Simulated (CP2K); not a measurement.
Crystal: HfO2.

```xyz
3
Lattice="3.6169 0.0000 0.0000 1.8084 3.1323 0.0000 1.8084 1.0441 2.9531" Properties=species:S:1:pos:R:3 pbc="T T T"
Hf    0.0000    0.0000    0.0000
O     5.4253    3.1323    2.2149
O     1.8084    1.0441    0.7383
```

Measurements of this composition are mostly on another form, of space group No. 14.

Base run:

```yaml
Program: CP2K 2026.2
Functional: PBE
Potentials_or_basis: GTH_POTENTIALS Hf GTH-PBE-q12, O GTH-PBE-q6; DZVP-MOLOPT-SR-GTH basis
Density_cutoff: 8163 eV
k_mesh: 7 × 7 × 7
Occupations: fermi-dirac, width 0.05 eV
Spin: no spin polarisation
Hubbard_terms: Hf d U = 6.0 eV
```

Its results: band gap on the k mesh 5.53 eV, indirect (least direct gap 5.76 eV).

The run is repeated on the same cell with these changes: hubbard terms from Hf d U = 6.0 eV to Hf d U = 4.0 eV. What comes out?

Band gap on the k mesh 5.07 eV, indirect (least direct gap 5.29 eV).

Caveats: this program's U acts on Mulliken populations of all basis functions of the shell, so it isn't the U of plane-wave codes; energies scatter by some meV and the pressure isn't listed; spin-orbit coupling is left out, which moves the levels of the heavy elements; an odd mesh through Γ misses points on the zone boundary, where band edges often lie; the basis of atomic orbitals isn't converged, which shifts pressures, moduli and gaps; the real-space grid breaks the cell's symmetry a little (some runs).
